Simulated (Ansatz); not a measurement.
Which of these structures of PbF2 lies lowest?

Method: Ansatz 0.2.0, DFT, PBE, all-electron LAPW, scalar-relativistic.

Each cell is taken as listed (from a database or a relaxation; residual pressures are under 0.6 GPa and forces under 0.08 eV/Å), on meshes of about 0.2 Å⁻¹ spacing; energies are extrapolated to zero smearing, with no zero-point or thermal terms. Other structures, the observed one among them, may be missing from this set and lie lower. No run is spin-polarised.

No spin–orbit coupling, which matters for the heavy atoms here.

**Question.** Order the structures by energy per atom, lowest first, and give the differences.
A.
```
Pb F
1.0
     3.98179    0.00000    0.00000
    -1.99089    3.44833    0.00000
     0.00000    0.00000    5.07683
Pb F
1 2
Cartesian
  0.0000 0.0000 0.0000
  0.0000 2.2989 1.0016
  1.9909 1.1494 4.0752
```
(CdI2 type, relaxed by us; 14×14×8 mesh on the primitive cell, smearing 0.05 eV, P = 0.0 GPa)
B.
```
Pb F
1.0
     0.00000    3.00000    3.00000
     3.00000    0.00000    3.00000
     3.00000    3.00000    0.00000
Pb F
1 2
Cartesian
  0.0000 0.0000 0.0000
  1.5000 1.5000 1.5000
  4.5000 4.5000 4.5000
```
(fluorite type, relaxed by us; 11×11×11 mesh on the primitive cell, smearing 0.05 eV, P = 0.0 GPa)

**Answer.** B (0 meV/atom), A (136 meV/atom).
